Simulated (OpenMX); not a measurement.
Runs of OpenMX 3.8.5 on Zr. It takes space group P6_3/mmc (No. 194, hexagonal). The conventional cell has a = 3.232 Å, b = 3.232 Å, c = 5.147 Å, α = 90.00°, β = 90.00°, γ = 120.00°. Zr (site symmetry -6m2) has 12 Zr at 3.18 to 3.23 Å as nearest neighbours. 

| task | level | potentials or basis | spin | cell | k mesh | SCF threshold | max SCF cycles | grid points, held for all volumes | gap on the mesh (eV) | pressure (GPa) | V0 of scaled cells (Å³/atom) | B0 (GPa) | largest force (eV/Å) |
| --- | --- | --- | --- | --- | --- | --- | --- | --- | --- | --- | --- | --- | --- |
| band structure | PBE | OpenMX 2013 PBE set, Zr7.0-s3p2d2, grid cutoff 400 Ry | non-collinear, zero start, SOC | P6_3/mmc, 23.28 Å³/atom | 7 × 7 × 5 | 1e-07 Ha | 100 | - | - | - | - | - | 0.01 |
| single point | PBE | OpenMX 2013 PBE set, Zr7.0-s3p2d2, grid cutoff 400 Ry | off | P6_3/mmc, 23.28 Å³/atom | 7 × 7 × 5 | 1e-08 Ha | 100 | - | none | (d) | - | - | 0.01 |
| band structure | PBE | OpenMX 2013 PBE set, Zr7.0-s3p2d1, grid cutoff 400 Ry | off | P6_3/mmc, 23.28 Å³/atom | 9 × 9 × 5 | 1e-08 Ha | 100 | - | - | 2.2 | - | - | 0.01 |
| equation of state | PBE | OpenMX 2013 PBE set, Zr7.0-s3p2d2f1, fixed grid of 35 × 35 × 63 points | off | P6_3/mmc, 23.28 Å³/atom | 9 × 9 × 5 | 1e-08 Ha | - | 35 × 35 × 63 | - | - | 23.44 | 98 | - |
| band structure | LDA | OpenMX 2013 LDA set, Zr7.0-s3p2d2, grid cutoff 400 Ry | off | P6_3/mmc, 23.28 Å³/atom | 9 × 9 × 5 | 1e-08 Ha | 100 | - | - | -5.1 | - | - | 0.01 |
| single point | PBE | OpenMX 2013 PBE set, Zr7.0-s3p2d2, grid cutoff 400 Ry | off | P6_3/mmc, 24.22 Å³/atom | 7 × 7 × 5 | 1e-08 Ha | 100 | - | none | (c) | - | - | - |
| band structure | PBE | OpenMX 2013 PBE set, Zr7.0-s3p2d2f1, grid cutoff 400 Ry | off | P6_3/mmc, 23.28 Å³/atom | 9 × 9 × 5 | 1e-08 Ha | 100 | - | - | (b) | - | - | 0.01 |
| band structure | PBE | OpenMX 2013 PBE set, Zr7.0-s3p2d2, grid cutoff 400 Ry | off | P6_3/mmc, 23.28 Å³/atom | 9 × 9 × 5 | 1e-08 Ha | 100 | - | - | 1.4 | - | - | 0.01 |
| equation of state | PBE | OpenMX 2013 PBE set, Zr7.0-s3p2d1, fixed grid of 35 × 35 × 63 points | off | P6_3/mmc, 23.28 Å³/atom | 9 × 9 × 5 | 1e-08 Ha | - | 35 × 35 × 63 | - | - | 23.78 | 102 | - |
| equation of state | LDA | OpenMX 2013 LDA set, Zr7.0-s3p2d2, fixed grid of 35 × 35 × 63 points | off | P6_3/mmc, 23.28 Å³/atom | 9 × 9 × 5 | 1e-08 Ha | - | 35 × 35 × 63 | - | - | (a) | 110 | - |
| single point | PBE | OpenMX 2013 PBE set, Zr7.0-s3p2d2, grid cutoff 400 Ry | off | P6_3/mmc, 25.18 Å³/atom | 7 × 7 × 5 | 1e-08 Ha | 100 | - | none | -5.3 | - | - | - |
| single point | PBE | OpenMX 2013 PBE set, Zr7.0-s3p2d2, grid cutoff 400 Ry | off | P6_3/mmc, 22.36 Å³/atom | 7 × 7 × 5 | 1e-08 Ha | 100 | - | none | 5.7 | - | - | - |

Alike in all rows: smearing fermi-dirac 0.05 eV.

Estimate the missing entries.

(a) 22.14; (b) 0.7; (c) -2.1; (d) 1.5.

Caveats: the basis of atomic orbitals isn't converged, which shifts pressures, moduli and gaps; volumes in these bases differ from converged ones by about 1 %, for some elements by several (some runs); the cell was scaled at fixed shape and fractional positions, which overstates the stiffness of a crystal with free parameters, most of all of layers and chains (some runs); total energies with and without spin-orbit coupling shouldn't be compared in this program (some runs).

A k mesh can miss the band edges, and rows without SOC leave out spin-orbit coupling on Zr.

A gap of «none» marks a metal or a gap under the smearing width.
